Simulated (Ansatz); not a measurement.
```cif
data_structure
_symmetry_space_group_name_H-M 'P 1'
_symmetry_Int_Tables_number 1
_cell_length_a 3.9345
_cell_length_b 3.9345
_cell_length_c 3.9345
_cell_angle_alpha 60.000
_cell_angle_beta 60.000
_cell_angle_gamma 60.000
_cell_volume 43.07
loop_
_atom_site_label
_atom_site_type_symbol
_atom_site_fract_x
_atom_site_fract_y
_atom_site_fract_z
_atom_site_occupancy
Na1 Na 0.00000 0.00000 0.00000 1
I1 I 0.50000 0.50000 0.50000 1
```

| Property | Result |
| --- | --- |
| orbitals | PBE |
| datasets | hard PAW set made for 700 eV |
| k mesh | 4×4×4 |
| empty bands | 113 |
| response cutoff | 200 eV |
| wave cutoff | 700 eV |
| frequencies | contour deformation |
| q → 0 term | the completed-sum build's own treatment |
| band sums | completed |
| spin-orbit coupling | off |

Program: Ansatz. The Kohn-Sham gap (from Γ to k = (0, -0.5, -0.5)) is 4.19 eV and the electronic dielectric constant on this mesh 4.5.

(1) Estimate the linearised G0W0 gap between these edges.

Results:

(1) 6.06 eV, a change of +1.87 eV. The valence edge moves by -1.68 eV (Z = 0.81) and the conduction edge by +0.19 eV (Z = 0.83).

This ran on a trial build of the method. The cell is a model at fixed atoms and needn't be the relaxed known crystal. Points k are given in fractions of the reciprocal vectors. The mesh is coarse, so these are values at the stated settings, not converged ones. The response is still cut, so the gap isn't quite at its basis limit. The build that completes the sums treats q → 0 its own way, which shifts gaps on a coarse mesh by up to tenths of an eV. The gap is read on the mesh, and the crystal's band edges can lie off it. Meshes this coarse can overestimate the dielectric constant by a tenth and more.
